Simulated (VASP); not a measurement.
# Zr (Cmce) in VASP: a series of runs

Runs on Zr. Level: r2SCAN. Tasks: single point.

Program: VASP 6.6.1. These are calculated values, not measurements. Logs are shortened: lines on timing, memory, paths and dates and some standing lists are left out, and cuts for length are marked.

### Step 1. The structure

The structure is orthorhombic, space group Cmce (No. 64). Conventional cell: a = 4.887 Å, b = 8.283 Å, c = 4.893 Å, α = 90.00°, β = 90.00°, γ = 90.00°. Around Zr (site symmetry m) lie 7 Zr at 2.64 to 3.03 Å.

The cell was built by a generator and needn't be a form met in nature.

### Step 2. Single point, r2SCAN

POSCAR reads:

```
Zr
1.0
    2.4434843679     -4.1412528644      0.0000000000
    2.4434843679      4.1412528644      0.0000000000
    0.0000000000      0.0000000000      4.8934692373
Zr
4
Direct
    0.1525000000      0.8475000000      0.0785000000
    0.6525000000      0.3475000000      0.4215000000
    0.8475000000      0.1525000000      0.9215000000
    0.3475000000      0.6525000000      0.5785000000
```

INCAR.step1 reads:

```
SYSTEM = Zr
ALGO = Normal ; EDIFF = 1E-4
ENCUT = 520 ; GGA = PE
ISMEAR = 0 ; LASPH = .TRUE.
LCHARG = .FALSE. ; LREAL = .FALSE.
LWAVE = .TRUE. ; NBANDS = 32
NELM = 100 ; PREC = Accurate
SIGMA = 0.1
```

INCAR.step2 reads:

```
SYSTEM = Zr
ALGO = Normal ; EDIFF = 1E-7
ENCUT = 520 ; ISIF = 2
ISMEAR = 0 ; ISTART = 1
LASPH = .TRUE. ; LCHARG = .FALSE.
LMIXTAU = .TRUE. ; LREAL = .FALSE.
LWAVE = .FALSE. ; METAGGA = R2SCAN
NBANDS = 32 ; NELM = 100
PREC = Accurate ; SIGMA = 0.1
```

KPOINTS reads:

```
k-points
0
G
  4 4 4
  0 0 0
```

Potentials or basis: VASP PAW PBE potentials, release 64 (Zr_sv).

The run is started by

```sh
> cat potpaw_PBE.64/Zr_sv/POTCAR > POTCAR
> cp INCAR.step1 INCAR
> mpirun -np 1 vasp_std > vasp.out
> cp INCAR.step2 INCAR
> mpirun -np 1 vasp_std > vasp.out
```

OUTCAR:

```text
SYSTEM = Zr
   EDIFF = 1E-7
   ENCUT = 520
   ISIF = 2
   ISMEAR = 0
   ISTART = 1
   LASPH = .TRUE.
   LREAL = .FALSE.
   METAGGA = R2SCAN
   NELM = 100
   PREC = Accurate

 ion  position               nearest neighbor table
   1  0.153  0.847  0.078-   3 2.64   4 2.93   4 2.93   2 2.96   2 2.96   3 3.03   3 3.03
   2  0.653  0.347  0.422-   4 2.64   3 2.93   3 2.93   1 2.96   1 2.96   4 3.03   4 3.03
   3  0.847  0.153  0.922-   1 2.64   2 2.93   2 2.93   4 2.96   4 2.96   1 3.03   1 3.03
   4  0.347  0.653  0.578-   2 2.64   1 2.93   1 2.93   3 2.96   3 2.96   2 3.03   2 3.03

  LATTYP: Found a base centered orthorhombic cell.
 ALAT       =     4.8869687358
 B/A-ratio  =     1.6948145520
 C/A-ratio  =     1.0013301705

  Lattice vectors:

 A1 = (   2.4434843679,  -4.1412528644,   0.0000000000)
 A2 = (   2.4434843679,   4.1412528644,   0.0000000000)
 A3 = (   0.0000000000,   0.0000000000,   4.8934692373)

Analysis of symmetry for initial positions (statically):
=====================================================================
 Subroutine PRICEL returns:
 Original cell was already a primitive cell.

 Routine SETGRP: Setting up the symmetry group for a
 base centered orthorhombic supercell.

 Subroutine GETGRP returns: Found  8 space group operations
 (whereof  4 operations were pure point group operations)
 out of a pool of  8 trial point group operations.

The static configuration has the point symmetry C_2h.
 The point group associated with its full space group is D_2h.

Analysis of symmetry for dynamics (positions and initial velocities):
=====================================================================
 Subroutine PRICEL returns:
 Original cell was already a primitive cell.

 Routine SETGRP: Setting up the symmetry group for a
 base centered orthorhombic supercell.

 Subroutine GETGRP returns: Found  8 space group operations
 (whereof  4 operations were pure point group operations)
 out of a pool of  8 trial point group operations.

The dynamic configuration has the point symmetry C_2h.
 The point group associated with its full space group is D_2h.

 Subroutine INISYM returns: Found  8 space group operations
 (whereof  4 operations are pure point group operations),
 and found     1 'primitive' translations

----------------------------------------------------------------------------------------

                                     Primitive cell

  volume of cell :      99.0349

  direct lattice vectors                    reciprocal lattice vectors
     2.443484368 -4.141252864  0.000000000     0.204625823 -0.120736409  0.000000000
     2.443484368  4.141252864  0.000000000     0.204625823  0.120736409  0.000000000
     0.000000000  0.000000000  4.893469237     0.000000000  0.000000000  0.204353997

  length of vectors
     4.808387582  4.808387582  4.893469237     0.237590000  0.237590000  0.204353997

  position of ions in fractional coordinates (direct lattice)
     0.152500000  0.847500000  0.078500000
     0.652500000  0.347500000  0.421500000
     0.847500000  0.152500000  0.921500000
     0.347500000  0.652500000  0.578500000

  ion indices of the primitive-cell ions
   primitive index   ion index
                 1           1
                 2           2
                 3           3
                 4           4

----------------------------------------------------------------------------------------

 KPOINTS: k-points

Automatic generation of k-mesh.
 Grid dimensions read from file:
 generate k-points for:    4    4    4

 Generating k-lattice:

  Cartesian coordinates                     Fractional coordinates (reciprocal lattice)
     0.051156456 -0.030184102  0.000000000     0.250000000  0.000000000  0.000000000
     0.051156456  0.030184102  0.000000000     0.000000000  0.250000000  0.000000000
     0.000000000  0.000000000  0.051088499     0.000000000  0.000000000  0.250000000

  Length of vectors
     0.059397500  0.059397500  0.051088499

  Shift w.r.t. Gamma in fractional coordinates (k-lattice)
     0.000000000  0.000000000  0.000000000

 Subroutine IBZKPT returns following result:
 ===========================================

 Found     21 irreducible k-points:

 Following reciprocal coordinates:
            Coordinates               Weight
  0.000000  0.000000  0.000000      1.000000
  0.250000  0.000000  0.000000      4.000000
  0.500000  0.000000  0.000000      2.000000
  0.250000  0.250000  0.000000      2.000000
  0.500000  0.250000  0.000000      4.000000
 -0.250000  0.250000  0.000000      2.000000
[... 13 lines left out ...]
 -0.250000  0.250000  0.500000      2.000000
  0.500000  0.500000  0.500000      1.000000
   k-points           NKPTS =     21   k-points in BZ     NKDIM =     21   number of bands    NBANDS=     32
   number of dos      NEDOS =    301   number of ions     NIONS =      4
   total plane-waves  NPLWV =  46656
   dimension x,y,z NGX =    36 NGY =   36 NGZ =   36
   dimension x,y,z NGXF=    72 NGYF=   72 NGZF=   72
   ions per type =               4
   NGX,Y,Z   is equivalent  to a cutoff of  12.45, 12.45, 12.23 a.u.
   NGXF,Y,Z  is equivalent  to a cutoff of  24.89, 24.89, 24.46 a.u.
 SYSTEM =  Zr
   PREC   = accura    normal or accurate (medium, high low for compatibility)
   ISTART =      1    job   : 0-new  1-cont  2-samecut
   ICHARG =      0    charge: 1-file 2-atom 10-const
   ISPIN  =      1    spin polarized calculation?
   LNONCOLLINEAR =      F non collinear calculations
   LSORBIT =      F    spin-orbit coupling
   LASPH  =      T    aspherical Exc in radial PAW
   ENCUT  =  520.0 eV  38.22 Ry    6.18 a.u.   8.94  8.94  9.10*2*pi/ulx,y,z
   NELM   =    100;   NELMIN=  2; NELMDL=  0     # of ELM steps
   EDIFF  = 0.1E-06   stopping-criterion for ELM
   LREAL  =      F    real-space projection
   EDIFFG = 0.1E-05   stopping-criterion for IOM
   NSW    =      0    number of steps for IOM
   IBRION =     -1    ionic relax: 0-MD 1-quasi-New 2-CG
   NFREE  =      0    steps in history (QN), initial steepest desc. (CG)
   ISIF   =      2    stress and relaxation
   ISYM   =      2    0-nonsym 1-usesym 2-fastsym
   POTIM  = 0.5000    time-step for ionic-motion
   TEBEG  =    0.0;   TEEND  =   0.0 temperature during run
   PSTRESS=    0.0 pullay stress
   NELECT =      48.0000    total number of electrons
   NUPDOWN=      -1.0000    fix difference up-down
   EMIN   =  10.00;   EMAX   =-10.00  energy-range for DOS
   EFERMI =   0.00;   METHOD = LEGACY
   ISMEAR =     0;   SIGMA  =   0.10  broadening in eV -4-tet -1-fermi 0-gaus
   EFERMI_NEDOS =   21; number of points for ismear=-14 and -15
   IALGO  =     38    algorithm
   IMIX   =      4    mixing-type and parameters
     AMIX     =   0.40;   BMIX     =  1.00
     AMIX_MAG =   1.60;   BMIX_MAG =  1.00
  volume/ion in A,a.u.               =      24.76       167.08
  Fermi-wavevector in a.u.,A,eV,Ry     =   1.285955  2.430103 22.499694  1.653681
  Thomas-Fermi vector in A             =   2.418059
   LORBIT       =      0    0 simple, 1 ext, 2 COOP (PROOUT), +10 PAW based schemes
   METAGGA = R2SCAN    functional components
   LHFCALC =     F    Hartree Fock is set to
   AEXX    =    0.0000 exact exchange contribution
   IVDW    =     0    specifies the selected vdW correction
   LEPSILON=     F    determine dielectric tensor
   LRPA    =     F    only Hartree local field effects (RPA)
 non-spin polarized calculation
 Gauss-broadening in eV      SIGMA  =   0.10
  energy-cutoff  :      520.00
  volume of cell :       99.03
 maximum number of plane-waves:      2679
   NGX = 17   NGY = 17   NGZ = 19

 number of electron      48.0000000 magnetization

 Free energy of the ion-electron system (eV)
  ---------------------------------------------------
  ext. energy  EPLUGINS =         0.00000000
  ---------------------------------------------------
  free energy    TOTEN  =       -86.06802396 eV

  energy without entropy =      -86.03629582  energy(sigma->0) =      -86.05215989

 E-fermi :   8.0160     XC(G=0): -11.4527

 val. band max:        7.9910982279   @ k =   0.0000   0.0000   0.0000
 cond. band min:       8.0908552116   @ k =   0.5000   0.0000   0.2500
 fundamental gap:      0.0997569837
 Fermi energy:         8.0159549908

 k-point     1 :       0.0000    0.0000    0.0000
  band No.  band energies     occupation
      1     -42.3668      2.00000
      2     -42.1049      2.00000
      3     -41.9361      2.00000
      4     -41.9223      2.00000
      5     -20.5210      2.00000
      6     -20.1648      2.00000
[... 24 lines left out ...]
     31      10.1728      0.00000
     32      10.9852      0.00000

 k-point     2 :       0.2500    0.0000    0.0000
  band No.  band energies     occupation
      1     -42.3194      2.00000
      2     -42.1230      2.00000
      3     -41.9557      2.00000
      4     -41.9346      2.00000
      5     -20.4807      2.00000
      6     -20.2164      2.00000
[... 24 lines left out ...]
     31      10.4857      0.00000
     32      11.3499      0.00000

 k-point     3 :       0.5000    0.0000    0.0000
  band No.  band energies     occupation
      1     -42.2094      2.00000
      2     -42.2094      2.00000
      3     -41.9582      2.00000
      4     -41.9582      2.00000
      5     -20.3578      2.00000
      6     -20.3578      2.00000
[... 24 lines left out ...]
     31      11.2043      0.00000
     32      11.2043      0.00000

 k-point     4 :       0.2500    0.2500    0.0000
  band No.  band energies     occupation
      1     -42.2568      2.00000
      2     -42.1201      2.00000
      3     -42.0497      2.00000
      4     -41.9085      2.00000
      5     -20.4541      2.00000
      6     -20.2315      2.00000
[... 549 lines left out ...]
     31      11.0804      0.00000
     32      11.0804      0.00000

 k-point    20 :      -0.2500    0.2500    0.5000
  band No.  band energies     occupation
      1     -42.2143      2.00000
      2     -42.2143      2.00000
      3     -41.9530      2.00000
      4     -41.9530      2.00000
      5     -20.3854      2.00000
      6     -20.3854      2.00000
[... 24 lines left out ...]
     31      11.1438      0.00000
     32      11.1438      0.00000

 k-point    21 :       0.5000    0.5000    0.5000
  band No.  band energies     occupation
      1     -42.1662      2.00000
      2     -42.1662      2.00000
      3     -42.0028      2.00000
      4     -42.0028      2.00000
      5     -20.3589      2.00000
      6     -20.3589      2.00000
[... 24 lines left out ...]
     31      10.8921      0.00000
     32      10.8921      0.00000

------------------------ aborting loop because EDIFF is reached ----------------------------------------

  FORCE on cell =-STRESS in cart. coord.  units (eV):
  Direction    XX          YY          ZZ          XY          YZ          ZX
  --------------------------------------------------------------------------------------
  -------------------------------------------------------------------------------------
  Total        1.3600852      8.1123955     -0.0162166      0.0000000      0.0000000      0.0000000
  in kB       22.0033362    131.2416028     -0.2623503      0.0000000      0.0000000      0.0000000
  external PRESSURE =      50.9941962 kB  Pullay stress =       0.0000000 kB

 VOLUME and BASIS-vectors are now :
 -----------------------------------------------------------------------------
  energy-cutoff  :      520.00
  volume of cell :       99.03
      direct lattice vectors                 reciprocal lattice vectors
     2.443484368 -4.141252864  0.000000000     0.204625823 -0.120736409  0.000000000
     2.443484368  4.141252864  0.000000000     0.204625823  0.120736409  0.000000000
     0.000000000  0.000000000  4.893469237     0.000000000  0.000000000  0.204353997

 POSITION                                       TOTAL-FORCE (eV/Angst)
 -----------------------------------------------------------------------------------
      2.44348      2.87817      0.38414         0.000000     -0.149352     -0.190465
      2.44348     -1.26308      2.06260         0.000000     -0.149352      0.190465
      2.44348     -2.87817      4.50933         0.000000      0.149352      0.190465
      2.44348      1.26308      2.83087         0.000000      0.149352     -0.190465
 -----------------------------------------------------------------------------------
    total drift:                                0.000000      0.000000     -0.000000

  FREE ENERGIE OF THE ION-ELECTRON SYSTEM (eV)
  ---------------------------------------------------
  free  energy   TOTEN  =       -86.0680239649 eV

  energy  without entropy=      -86.0362958226  energy(sigma->0) =      -86.05215989
```

Run time: 97 s. Hardware: 1 thread of Intel Xeon 6975P-C (Granite Rapids), shared host; peak memory 0.23 GiB.

What came out:

- Free energy: -86.0680 eV
- Pressure: 5.1 GPa
- Largest force: 0.242 eV/Å
- Band gap on the k mesh: none (metal or under the smearing width)

Forces in eV/Å, atoms in the order of the input:
```
Zr   0.000 -0.149 -0.190
Zr   0.000 -0.149  0.190
Zr   0.000  0.149  0.190
Zr   0.000  0.149 -0.190
```

Levels at points of the mesh, in eV from the Fermi level:
| k point | band 22 | band 23 | band 24 | band 25 | band 26 | band 27 |
| --- | --- | --- | --- | --- | --- | --- |
| (0.00, 0.00, 0.00) | -0.82 | -0.02 | 0.10 | 0.26 | 0.43 | 1.50 |
| (0.50, 0.00, 0.00) | -0.97 | -0.55 | -0.55 | -0.34 | -0.34 | 1.16 |
| (0.50, 0.50, 0.00) | -1.40 | -0.75 | -0.36 | 0.38 | 1.03 | 1.20 |
| (0.00, 0.00, 0.50) | -1.22 | -0.64 | -0.64 | 0.60 | 0.60 | 1.49 |
| (0.50, 0.00, 0.50) | -0.96 | -0.19 | -0.19 | 0.28 | 0.28 | 0.60 |
| (0.50, 0.50, 0.50) | -1.05 | -0.94 | -0.94 | 0.08 | 0.08 | 0.13 |

Caveat: the k mesh is coarse (spacing up to 0.37 Å⁻¹), so the values aren't converged; the PAW data sets were made with another functional, which shifts forces and pressure a little.

### Step 3. Single point, r2SCAN

This run uses another cell than the first one: it holds 3 atoms, not 4.

POSCAR reads:

```
Zr
1.0
    1.6976545112      0.9801412890      8.2046577289
   -1.6976545112      0.9801412890      8.2046577289
    0.0000000000     -1.9602825781      8.2046577289
Zr
3
Direct
    0.0000000000      0.0000000000      0.0000000000
    0.2222200000      0.2222200000      0.2222200000
    0.7777800000      0.7777800000      0.7777800000
```

INCAR.step1 reads:

```
PREC = Accurate
ENCUT = 520
ISMEAR = 0
SIGMA = 0.1
LREAL = False
LASPH = True
NELM = 100
NBANDS = 25
GGA = PE
ALGO = Normal
EDIFF = 1E-4
LWAVE = True
LCHARG = False
```

INCAR.step2 reads:

```
PREC = Accurate
ENCUT = 520
EDIFF = 1E-6
ISMEAR = 0
SIGMA = 0.1
LREAL = False
LASPH = True
NELM = 100
ALGO = Normal
ISIF = 2
LWAVE = False
LCHARG = True
METAGGA = R2SCAN
LMIXTAU = True
LELF = True
LVHAR = True
NBANDS = 25
ISTART = 1
```

KPOINTS reads:

```
Automatic mesh
0
Gamma
  6 6 6
```

Potentials or basis: VASP PAW PBE potentials, release 64 (Zr_sv).

The run is started by

```sh
> cat potpaw_PBE.64/Zr_sv/POTCAR > POTCAR
> cp INCAR.step1 INCAR
> mpirun -np 1 vasp_std > vasp.out
> cp INCAR.step2 INCAR
> mpirun -np 1 vasp_std > vasp.out
```

It took 22 min on 1 thread of Intel Xeon Platinum 8488C (Sapphire Rapids), shared host; peak memory 0.63 GiB.

It converged, with:

- Free energy: -67.7353 eV
- Pressure: -10.8 GPa
- Largest force: 0.093 eV/Å
- Band gap on the k mesh: none (metal or under the smearing width)

Forces in eV/Å, atoms in the order of the input:
```
Zr   0.000  0.000  0.000
Zr   0.000  0.000  0.093
Zr   0.000  0.000 -0.093
```

Levels at points of the mesh, in eV from the Fermi level:
```tsv
k point	band 16	band 17	band 18	band 19	band 20	band 21
(0.00, 0.00, 0.00)	-0.10	-0.09	0.85	0.85	1.00	1.01
(0.50, 0.00, 0.00)	-1.40	-1.32	-0.30	0.39	0.79	1.29
(0.50, 0.50, 0.00)	-1.65	-0.75	-0.41	0.61	0.88	1.42
(0.50, 0.50, 0.50)	0.40	0.46	0.47	0.82	0.82	1.10
```

Caveat: the PAW data sets were made with another functional, which shifts forces and pressure a little.
